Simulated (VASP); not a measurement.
# ZnAu (Pm-3m) in VASP: notebook

The runs below take ZnAu through single point, with PBEsol.

Everything below comes from runs of VASP 6.6.1. Logs are shortened: lines on timing, memory, paths and dates and some standing lists are left out, and cuts for length are marked.

### 1 The structure

The structure is cubic, space group Pm-3m (No. 221). The conventional cell has a = 3.147 Å, b = 3.147 Å, c = 3.147 Å, α = 90.00°, β = 90.00°, γ = 90.00°. Around Zn (site symmetry m-3m) lie 8 Au at 2.73 Å. Around Au (site symmetry m-3m) lie 8 Zn at 2.73 Å.

### 2 Single point, PBEsol

Contents of INCAR:

```
ALGO = Normal ; EDIFF = 1E-6
ENCUT = 520 ; GGA = PS
ISIF = 2 ; ISMEAR = 0
LASPH = True ; LCHARG = False
LREAL = False ; LWAVE = False
NBANDS = 18 ; NELM = 100
PREC = Accurate ; SIGMA = 0.15
```

Contents of KPOINTS:

```
k-points
0
Gamma
  16 16 16
```

Contents of POSCAR:

```
ZnAu
1.0
    3.1470000000      0.0000000000      0.0000000000
    0.0000000000      3.1470000000      0.0000000000
    0.0000000000      0.0000000000      3.1470000000
Zn Au
1 1
Direct
    0.5000000000      0.5000000000      0.5000000000
    0.0000000000      0.0000000000      0.0000000000
```

Potentials or basis: VASP PAW PBE potentials, release 64 (Zn, Au).

The run is started by

```console
$ cat potpaw_PBE.64/Zn/POTCAR potpaw_PBE.64/Au/POTCAR > POTCAR
$ mpirun -np 1 vasp_std > vasp.out
```

OUTCAR:

```text
EDIFF = 1E-6
   ENCUT = 520
   GGA = PS
   ISIF = 2
   ISMEAR = 0
   LASPH = True
   LREAL = False
   NELM = 100
   PREC = Accurate

 ion  position               nearest neighbor table
   1  0.500  0.500  0.500-   2 2.73   2 2.73   2 2.73   2 2.73   2 2.73   2 2.73   2 2.73   2 2.73

   2  0.000  0.000  0.000-   1 2.73   1 2.73   1 2.73   1 2.73   1 2.73   1 2.73   1 2.73   1 2.73

  LATTYP: Found a simple cubic cell.
 ALAT       =     3.1470000000

  Lattice vectors:

 A1 = (   3.1470000000,   0.0000000000,   0.0000000000)
 A2 = (   0.0000000000,   3.1470000000,   0.0000000000)
 A3 = (   0.0000000000,   0.0000000000,   3.1470000000)

Analysis of symmetry for initial positions (statically):
=====================================================================
 Subroutine PRICEL returns:
 Original cell was already a primitive cell.

 Routine SETGRP: Setting up the symmetry group for a
 simple cubic supercell.

 Subroutine GETGRP returns: Found 48 space group operations
 (whereof 48 operations were pure point group operations)
 out of a pool of 48 trial point group operations.

The static configuration has the point symmetry O_h .

Analysis of symmetry for dynamics (positions and initial velocities):
=====================================================================
 Subroutine PRICEL returns:
 Original cell was already a primitive cell.

 Routine SETGRP: Setting up the symmetry group for a
 simple cubic supercell.

 Subroutine GETGRP returns: Found 48 space group operations
 (whereof 48 operations were pure point group operations)
 out of a pool of 48 trial point group operations.

The dynamic configuration has the point symmetry O_h .

 Subroutine INISYM returns: Found 48 space group operations
 (whereof 48 operations are pure point group operations),
 and found     1 'primitive' translations

----------------------------------------------------------------------------------------

                                     Primitive cell

  volume of cell :      31.1667

  direct lattice vectors                    reciprocal lattice vectors
     3.147000000  0.000000000  0.000000000     0.317762949  0.000000000  0.000000000
     0.000000000  3.147000000  0.000000000     0.000000000  0.317762949  0.000000000
     0.000000000  0.000000000  3.147000000     0.000000000  0.000000000  0.317762949

  length of vectors
     3.147000000  3.147000000  3.147000000     0.317762949  0.317762949  0.317762949

  position of ions in fractional coordinates (direct lattice)
     0.500000000  0.500000000  0.500000000
     0.000000000  0.000000000  0.000000000

  ion indices of the primitive-cell ions
   primitive index   ion index
                 1           1
                 2           2

----------------------------------------------------------------------------------------

 KPOINTS: k-points

Automatic generation of k-mesh.
 Grid dimensions read from file:
 generate k-points for:   16   16   16

 Generating k-lattice:

  Cartesian coordinates                     Fractional coordinates (reciprocal lattice)
     0.019860184  0.000000000  0.000000000     0.062500000  0.000000000  0.000000000
     0.000000000  0.019860184  0.000000000     0.000000000  0.062500000  0.000000000
     0.000000000  0.000000000  0.019860184     0.000000000  0.000000000  0.062500000

  Length of vectors
     0.019860184  0.019860184  0.019860184

  Shift w.r.t. Gamma in fractional coordinates (k-lattice)
     0.000000000  0.000000000  0.000000000

 Subroutine IBZKPT returns following result:
 ===========================================

 Found    165 irreducible k-points:

 Following reciprocal coordinates:
            Coordinates               Weight
  0.000000  0.000000  0.000000      1.000000
  0.062500  0.000000  0.000000      6.000000
  0.125000  0.000000  0.000000      6.000000
  0.187500  0.000000  0.000000      6.000000
  0.250000  0.000000  0.000000      6.000000
  0.312500  0.000000  0.000000      6.000000
[... 16 lines left out ...]
  0.437500  0.125000  0.000000     24.000000
  0.500000  0.125000  0.000000     12.000000
 [... further k-points ...]
   k-points           NKPTS =    165   k-points in BZ     NKDIM =    165   number of bands    NBANDS=     18
   number of dos      NEDOS =    301   number of ions     NIONS =      2
   total plane-waves  NPLWV =  13824
   dimension x,y,z NGX =    24 NGY =   24 NGZ =   24
   dimension x,y,z NGXF=    48 NGYF=   48 NGZF=   48
   ions per type =               1   1
   NGX,Y,Z   is equivalent  to a cutoff of  12.68, 12.68, 12.68 a.u.
   NGXF,Y,Z  is equivalent  to a cutoff of  25.36, 25.36, 25.36 a.u.
 SYSTEM =  unknown system
   PREC   = accura    normal or accurate (medium, high low for compatibility)
   ISTART =      0    job   : 0-new  1-cont  2-samecut
   ICHARG =      2    charge: 1-file 2-atom 10-const
   ISPIN  =      1    spin polarized calculation?
   LNONCOLLINEAR =      F non collinear calculations
   LSORBIT =      F    spin-orbit coupling
   LASPH  =      T    aspherical Exc in radial PAW
   ENCUT  =  520.0 eV  38.22 Ry    6.18 a.u.   5.85  5.85  5.85*2*pi/ulx,y,z
   NELM   =    100;   NELMIN=  2; NELMDL= -5     # of ELM steps
   EDIFF  = 0.1E-05   stopping-criterion for ELM
[... 8 lines left out ...]
   TEBEG  =    0.0;   TEEND  =   0.0 temperature during run
   PSTRESS=    0.0 pullay stress
   NELECT =      23.0000    total number of electrons
   NUPDOWN=      -1.0000    fix difference up-down
   EMIN   =  10.00;   EMAX   =-10.00  energy-range for DOS
   EFERMI =   0.00;   METHOD = LEGACY
   ISMEAR =     0;   SIGMA  =   0.15  broadening in eV -4-tet -1-fermi 0-gaus
   EFERMI_NEDOS =   21; number of points for ismear=-14 and -15
   IALGO  =     38    algorithm
   IMIX   =      4    mixing-type and parameters
     AMIX     =   0.40;   BMIX     =  1.00
     AMIX_MAG =   1.60;   BMIX_MAG =  1.00
  volume/ion in A,a.u.               =      15.58       105.16
  Fermi-wavevector in a.u.,A,eV,Ry     =   1.479406  2.795672 29.778283  2.188642
  Thomas-Fermi vector in A             =   2.593568
   LORBIT       =      0    0 simple, 1 ext, 2 COOP (PROOUT), +10 PAW based schemes
   GGA     = PS    functional components
   LHFCALC =     F    Hartree Fock is set to
   AEXX    =    0.0000 exact exchange contribution
   IVDW    =     0    specifies the selected vdW correction
   LEPSILON=     F    determine dielectric tensor
   LRPA    =     F    only Hartree local field effects (RPA)
 non-spin polarized calculation
 Gauss-broadening in eV      SIGMA  =   0.15
  energy-cutoff  :      520.00
  volume of cell :       31.17
 maximum number of plane-waves:       862
 NGX is ok and might be reduce to    24
   NGX = 11   NGY = 11   NGZ = 11

 number of electron      23.0000000 magnetization

 Free energy of the ion-electron system (eV)
  ---------------------------------------------------
  ext. energy  EPLUGINS =         0.00000000
  ---------------------------------------------------
  free energy    TOTEN  =        -5.95372323 eV

  energy without entropy =       -5.94859476  energy(sigma->0) =       -5.95115899

 E-fermi :   6.8903     XC(G=0): -12.5352

 val. band max:        6.8782436775   @ k =   0.4375   0.3125   0.2500
 cond. band min:       6.9409777846   @ k =   0.3125   0.1250   0.1250
 fundamental gap:      0.0627341072
 Fermi energy:         6.8902584336

 k-point     1 :       0.0000    0.0000    0.0000
  band No.  band energies     occupation
      1      -3.7513      2.00000
      2      -1.1873      2.00000
      3      -1.1873      2.00000
      4      -0.4856      2.00000
      5      -0.4856      2.00000
      6      -0.4856      2.00000
[... 10 lines left out ...]
     17      19.0336      0.00000
     18      25.2108      0.00000

 k-point     2 :       0.0625    0.0000    0.0000
  band No.  band energies     occupation
      1      -3.6817      2.00000
      2      -1.1717      2.00000
      3      -1.1662      2.00000
      4      -0.4864      2.00000
      5      -0.4864      2.00000
      6      -0.4796      2.00000
[... 10 lines left out ...]
     17      19.3486      0.00000
     18      25.2106      0.00000

 k-point     3 :       0.1250    0.0000    0.0000
  band No.  band energies     occupation
      1      -3.4752      2.00000
      2      -1.1264      2.00000
      3      -1.1065      2.00000
      4      -0.4886      2.00000
      5      -0.4886      2.00000
      6      -0.4627      2.00000
[... 10 lines left out ...]
     17      20.3527      0.00000
     18      25.0749      0.00000

 k-point     4 :       0.1875    0.0000    0.0000
  band No.  band energies     occupation
      1      -3.1390      2.00000
      2      -1.0557      2.00000
      3      -1.0182      2.00000
      4      -0.4911      2.00000
      5      -0.4911      2.00000
      6      -0.4369      2.00000
[... 10 lines left out ...]
     17      21.9142      0.00000
     18      24.4530      0.00000

 k-point     5 :       0.2500    0.0000    0.0000
  band No.  band energies     occupation
      1      -2.6868      2.00000
      2      -0.9674      2.00000
      3      -0.9159      2.00000
      4      -0.4928      2.00000
      5      -0.4928      2.00000
      6      -0.4060      2.00000
[... 10 lines left out ...]
     17      23.0386      0.00000
     18      23.3161      0.00000

 k-point     6 :       0.3125    0.0000    0.0000
  band No.  band energies     occupation
      1      -2.1432      2.00000
      2      -0.8725      2.00000
      3      -0.8155      2.00000
      4      -0.4930      2.00000
      5      -0.4930      2.00000
      6      -0.3746      2.00000
[... 307 lines left out ...]
 k-point    21 :       0.3125    0.1250    0.0000
  band No.  band energies     occupation
      1      -1.9558      2.00000
      2      -0.8687      2.00000
      3      -0.7516      2.00000
      4      -0.5619      2.00000
      5      -0.4474      2.00000
      6      -0.3852      2.00000
[... 10 lines left out ...]
     17      20.2740      0.00000
     18      22.0462      0.00000

 k-point    22 :       0.3750    0.1250    0.0000
  band No.  band energies     occupation
      1      -1.4546      2.00000
      2      -0.8148      2.00000
      3      -0.6851      2.00000
      4      -0.5553      2.00000
      5      -0.3943      2.00000
      6      -0.3488      2.00000
[... 10 lines left out ...]
     17      20.3582      0.00000
     18      20.7286      0.00000

 k-point    23 :       0.4375    0.1250    0.0000
  band No.  band energies     occupation
      1      -1.0718      2.00000
      2      -0.8016      2.00000
      3      -0.6559      2.00000
      4      -0.5446      2.00000
      5      -0.4077      2.00000
      6      -0.1447      2.00000
[... 10 lines left out ...]
     17      19.4644      0.00000
     18      20.6908      0.00000

 k-point    24 :       0.5000    0.1250    0.0000
  band No.  band energies     occupation
      1      -0.9002      2.00000
      2      -0.8417      2.00000
      3      -0.6482      2.00000
      4      -0.5389      2.00000
      5      -0.4145      2.00000
      6       0.0107      2.00000
[... 10 lines left out ...]
     17      18.4609      0.00000
     18      21.1654      0.00000

 [... further k-points ...]
[... 5 lines left out ...]
  --------------------------------------------------------------------------------------
  -------------------------------------------------------------------------------------
  Total       -0.4544794     -0.4544794     -0.4544794     -0.0000000     -0.0000000      0.0000000
  in kB      -23.3633181    -23.3633181    -23.3633181     -0.0000000     -0.0000000      0.0000000
  external PRESSURE =     -23.3633181 kB  Pullay stress =       0.0000000 kB

 VOLUME and BASIS-vectors are now :
 -----------------------------------------------------------------------------
  energy-cutoff  :      520.00
  volume of cell :       31.17
      direct lattice vectors                 reciprocal lattice vectors
     3.147000000  0.000000000  0.000000000     0.317762949  0.000000000  0.000000000
     0.000000000  3.147000000  0.000000000     0.000000000  0.317762949  0.000000000
     0.000000000  0.000000000  3.147000000     0.000000000  0.000000000  0.317762949

 POSITION                                       TOTAL-FORCE (eV/Angst)
 -----------------------------------------------------------------------------------
      1.57350      1.57350      1.57350         0.000000      0.000000      0.000000
      0.00000      0.00000      0.00000         0.000000      0.000000      0.000000
 -----------------------------------------------------------------------------------
    total drift:                                0.000000      0.000000     -0.000000

  FREE ENERGIE OF THE ION-ELECTRON SYSTEM (eV)
  ---------------------------------------------------
  free  energy   TOTEN  =        -5.9537232261 eV

  energy  without entropy=       -5.9485947635  energy(sigma->0) =       -5.95115899
```

It took 17 s on 1 thread of Intel Xeon 6975P-C (Granite Rapids), shared host; peak memory 0.21 GiB.

Results:

| Property | Result |
| --- | --- |
| Free energy | -5.9537 eV |
| Pressure | -2.3 GPa |
| Band gap on the k mesh | none (metal or under the smearing width) |

Caveat: the PAW data sets were made with another functional, which shifts forces and pressure a little. Spin-orbit coupling is left out, which matters for the levels of Au.

### 3 Single point, PBEsol

Contents of INCAR:

```
PREC = Accurate
ENCUT = 520
EDIFF = 1E-6
ISMEAR = 0
SIGMA = 0.15
LREAL = F
LASPH = T
NELM = 60
ALGO = Normal
ISIF = 2
LWAVE = F
LCHARG = T
GGA = PS
LELF = T
LVHAR = T
NBANDS = 18
```

Contents of KPOINTS:

```
regular mesh
0
Gamma
  16 16 16
```

POSCAR is that of step 2.

Potentials or basis: VASP PAW PBE potentials, release 64 (Zn, Au).

The run is started by

```console
$ cat potpaw_PBE.64/Zn/POTCAR potpaw_PBE.64/Au/POTCAR > POTCAR
$ mpirun -np 1 vasp_std > vasp.out
```

OUTCAR:

```text
PREC = Accurate
   ENCUT = 520
   EDIFF = 1E-6
   ISMEAR = 0
   LREAL = F
   LASPH = T
   NELM = 60
   ISIF = 2
   GGA = PS

 ion  position               nearest neighbor table
   1  0.500  0.500  0.500-   2 2.73   2 2.73   2 2.73   2 2.73   2 2.73   2 2.73   2 2.73   2 2.73

   2  0.000  0.000  0.000-   1 2.73   1 2.73   1 2.73   1 2.73   1 2.73   1 2.73   1 2.73   1 2.73

  LATTYP: Found a simple cubic cell.
 ALAT       =     3.1470000000

  Lattice vectors:

 A1 = (   3.1470000000,   0.0000000000,   0.0000000000)
 A2 = (   0.0000000000,   3.1470000000,   0.0000000000)
 A3 = (   0.0000000000,   0.0000000000,   3.1470000000)

Analysis of symmetry for initial positions (statically):
=====================================================================
 Subroutine PRICEL returns:
 Original cell was already a primitive cell.

 Routine SETGRP: Setting up the symmetry group for a
 simple cubic supercell.

 Subroutine GETGRP returns: Found 48 space group operations
 (whereof 48 operations were pure point group operations)
 out of a pool of 48 trial point group operations.

[... 157 lines left out ...]
  ext. energy  EPLUGINS =         0.00000000
  ---------------------------------------------------
  free energy    TOTEN  =        -5.95372323 eV

  energy without entropy =       -5.94859476  energy(sigma->0) =       -5.95115899

 E-fermi :   6.8903     XC(G=0): -12.5352

 val. band max:        6.8782436775   @ k =   0.4375   0.3125   0.2500
 cond. band min:       6.9409777846   @ k =   0.3125   0.1250   0.1250
 fundamental gap:      0.0627341072
 Fermi energy:         6.8902584336

 k-point     1 :       0.0000    0.0000    0.0000
  band No.  band energies     occupation
      1      -3.7513      2.00000
      2      -1.1873      2.00000
      3      -1.1873      2.00000
      4      -0.4856      2.00000
      5      -0.4856      2.00000
      6      -0.4856      2.00000
[... 481 lines left out ...]
      5      -0.4145      2.00000
      6       0.0107      2.00000
[... 10 lines left out ...]
     17      18.4609      0.00000
     18      21.1654      0.00000

 [... further k-points ...]
[... 5 lines left out ...]
  --------------------------------------------------------------------------------------
  -------------------------------------------------------------------------------------
  Total       -0.4544794     -0.4544794     -0.4544794     -0.0000000     -0.0000000      0.0000000
  in kB      -23.3633181    -23.3633181    -23.3633181     -0.0000000     -0.0000000      0.0000000
  external PRESSURE =     -23.3633181 kB  Pullay stress =       0.0000000 kB

 VOLUME and BASIS-vectors are now :
 -----------------------------------------------------------------------------
  energy-cutoff  :      520.00
  volume of cell :       31.17
      direct lattice vectors                 reciprocal lattice vectors
     3.147000000  0.000000000  0.000000000     0.317762949  0.000000000  0.000000000
     0.000000000  3.147000000  0.000000000     0.000000000  0.317762949  0.000000000
     0.000000000  0.000000000  3.147000000     0.000000000  0.000000000  0.317762949

 POSITION                                       TOTAL-FORCE (eV/Angst)
 -----------------------------------------------------------------------------------
      1.57350      1.57350      1.57350         0.000000      0.000000      0.000000
      0.00000      0.00000      0.00000         0.000000      0.000000      0.000000
 -----------------------------------------------------------------------------------
    total drift:                                0.000000      0.000000     -0.000000

  FREE ENERGIE OF THE ION-ELECTRON SYSTEM (eV)
  ---------------------------------------------------
  free  energy   TOTEN  =        -5.9537232261 eV

  energy  without entropy=       -5.9485947635  energy(sigma->0) =       -5.95115899
```

stdout:

```text
POSCAR found type information on POSCAR ZnAu
 POSCAR found :  2 types and       2 ions
 scaLAPACK will be used
 -----------------------------------------------------------------------------
|                                                                             |
|                                                                             |
|     You enforced a specific xc type in the INCAR file but a different       |
|     I HOPE YOU KNOW WHAT YOU ARE DOING!                                     |
|                                                                             |
 -----------------------------------------------------------------------------

 LDA part: xc-table for (Slater+PW92), standard interpolation
 POSCAR, INCAR and KPOINTS ok, starting setup
 FFT: planning ... GRIDC
 FFT: planning ... GRID_SOFT
 FFT: planning ... GRID
 WAVECAR not read
 entering main loop
```

It took 17 s on 1 thread of Intel Xeon 6975P-C (Granite Rapids), shared host; peak memory 0.21 GiB.

Results:

| Item | Value |
| --- | --- |
| Free energy | -5.9537 eV |
| Pressure | -2.3 GPa |
| Band gap on the k mesh | none (metal or under the smearing width) |

Levels at points of the mesh, in eV from the Fermi level:
```
           k point  band 8  band 9  band 10  band 11  band 12  band 13  band 14  band 15  band 16  band 17
(0.00, 0.00, 0.00)   -5.39   -3.71    -3.71    -3.71     4.98     4.98     4.98     8.84    12.14    12.14
(0.50, 0.00, 0.00)   -5.44   -4.89    -4.89    -3.87    -2.35    10.43    11.13    11.13    11.20    11.20
(0.50, 0.50, 0.00)   -4.05   -4.05    -3.12    -2.00    -2.00     0.83     2.52    10.39    12.68    12.68
(0.50, 0.50, 0.50)   -6.42   -3.07    -3.07     1.40     3.56     3.74     3.74     3.74     5.91     5.91
```

Caveat: the PAW data sets were made with another functional, which shifts forces and pressure a little. The run has no spin-orbit coupling, so splittings on Au are missing.
